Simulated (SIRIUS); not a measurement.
ZrO:

```
CELL_PARAMETERS angstrom
1.82664 -2.91885 0.00000
1.82664 2.91885 0.00000
0.00000 0.00000 2.61994
ATOMIC_POSITIONS crystal
Zr 0.00000 0.00000 0.00000
O 0.50000 0.50000 0.00000
```

The cell was built by a generator and needn't be a form met in nature.

Base run:

| Quantity | Value |
| --- | --- |
| Program | SIRIUS 7.10.0 |
| Functional | PBEsol |
| Potentials or basis | PseudoDojo 0.4.1 PBE standard (scalar relativistic) |
| Cutoff | 1152 eV |
| Density cutoff | 4606 eV |
| k mesh | 6 × 6 × 7 |
| Occupations | fermi-dirac, width 0.05 eV |
| Spin | no spin polarisation |

Its results: band gap on the k mesh none (metal or under the smearing width); pressure 60.4 GPa.

Question: After a change of settings the same cell gave: band gap on the k mesh none (metal or under the smearing width); pressure 71.8 GPa. Which change was it?
A. functional from PBEsol to LDA; libxc names from ["XC_GGA_X_PBE_SOL", "XC_GGA_C_PBE_SOL"] to ["XC_LDA_X", "XC_LDA_C_PW"]
B. functional from PBEsol to PW86PBE; libxc names from ["XC_GGA_X_PBE_SOL", "XC_GGA_C_PBE_SOL"] to ["XC_GGA_X_PW86", "XC_GGA_C_PBE"]
C. functional from PBEsol to SG4; libxc names from ["XC_GGA_X_PBE_SOL", "XC_GGA_C_PBE_SOL"] to ["XC_GGA_X_SG4", "XC_GGA_C_SG4"]
D. functional from PBEsol to AM05; libxc names from ["XC_GGA_X_PBE_SOL", "XC_GGA_C_PBE_SOL"] to ["XC_GGA_X_AM05", "XC_GGA_C_AM05"]

Answer: B.

Caveats: a pressure of tens of GPa on the cell as given is suspect, and the run, the potentials or the cell itself is likely at fault; the potentials were made for another functional, which shifts forces and pressure.
